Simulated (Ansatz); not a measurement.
Si2Ni:

```xyz
3
Lattice="0.0000 2.7030 2.7030 2.7030 0.0000 2.7030 2.7030 2.7030 0.0000" Properties=species:S:1:pos:R:3 pbc="T T T"
Ni    0.0000    0.0000    0.0000
Si    4.0545    4.0545    4.0545
Si    1.3515    1.3515    1.3515
```

```yaml
Program: Ansatz 0.2.0
Task: relaxation of cell and atoms
Functional: PBE
Potentials_or_basis: Ansatz PAW
Cutoff: "420 eV (not typed: the program's choice for these potentials)"
k_mesh: 9 × 9 × 9
Occupations: fermi-dirac, width 0.05 eV
Spin: collinear spin, ferromagnetic start
Starting_moments: "[1.0, 0.0, 0.0] μB"
Hubbard_terms: Ni d U = 5 eV
```

At the start: volume 13.17 Å³/atom.

Task: How do energy, volume and symmetry change on relaxing?

Result: It ends after 7 steps and the volume is 13.47 Å³/atom (+2.3 %); space group Fm-3m (No. 225, to 0.05 Å); moment 0.00 μB per cell.

The path:
```csv
step,energy change (eV),largest force (eV/Å),volume (Å³)
1,0.0000,0.0000,39.50
2,-0.0077,0.0000,39.99
3,-0.0096,0.0000,40.40
4,-0.0099,0.0000,40.40
5,-0.0099,0.0000,40.41
6,-0.0099,0.0000,40.41
7,-0.0099,0.0000,40.41
```

Final structure:
```
Ni Si
1.0
     0.00000    2.72373    2.72373
     2.72373    0.00000    2.72373
     2.72373    2.72373    0.00000
Ni Si
1 2
Direct
  0.00000 0.00000 0.00000
  0.75000 0.75000 0.75000
  0.25000 0.25000 0.25000
```

Caveat: the magnetic or orbital state may not be the lowest; the plane-wave basis is chosen anew once the cell has moved, so the energies of steps on either side of that aren't comparable; the U is typed as a test and isn't derived for this compound; the starting moments weren't kept.
